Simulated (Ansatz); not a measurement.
# C: the cost of one run

Program: Ansatz 0.2.0. Level of theory: DFT PBE, scalar-relativistic, plane waves, PAW. These are calculated values, not measurements.

## 1. The structure to begin with

It takes space group Fd-3m (No. 227, cubic). Conventional cell: a = 3.571 Å, b = 3.571 Å, c = 3.571 Å, α = 90.00°, β = 90.00°, γ = 90.00°. C (site symmetry -43m) has 4 C at 1.55 Å as nearest neighbours.

Structure file:

```
C
1.0
     0.00000    1.78574    1.78574
     1.78574    0.00000    1.78574
     1.78574    1.78574    0.00000
C
2
Direct
  0.00000 0.00000 0.00000
  0.25000 0.25000 0.25000
```

This cell was relaxed beforehand with the same method: volume 5.69 Å³/atom, gap on the mesh 4.15 eV.

## 2. The linear chain

A free-standing chain of the crystal's atoms, periodic along c. Atoms and period relax; energies count from the bulk, -250.8079 eV an atom.

The cell holds 1 C: a = 9.000 Å, b = 9.300 Å, c = 1.392 Å, α = 90.00°, β = 90.00°, γ = 90.00°.

## 3. Relaxation

Pressure and volume refer to the whole cell with its vacuum; only the period along c may change.

input.yaml reads:

```yaml
crystal:
  lattice:
    - [9.0, 0.0, 0.0]
    - [0.0, 9.3, 0.0]
    - [0.0, 0.0, 1.3918441385]
  atoms:
    - { symbol: C, position: [0.5, 0.5, 0.0], spin: 0.5 }
basis:
  ecutwfc: 420
kpoints:
  mp_grid: { grid: [1, 1, 46] }
hamiltonian:
  xc: pbe
scf:
  occupations: { method: gaussian, width: 0.05 }
output:
  forces: true
  stress: true
  eigenvalues: true
  populations: true
  write_density: true
  write_potential: true
  elf: true
  volumetric_format: npy
magnetization:
  spin_polarized: true
relax:
  adjacent_minimum: "off"
  f_tol: 0.01
  max_steps: 45
  cell: { fix: [a, b, alpha, beta, gamma], stress_tol: 0.03 }
```

On the command line:

```sh
$ ansatz run input.yaml --threads 2 --pin off --max-ram 5120MiB --backend cpu --events-out ev --progress --plain --runs-dir out
```

What time and memory should one allow on 2 threads of Arm Neoverse N1, shared host?

About 24 s, with a peak of 0.34 GiB.
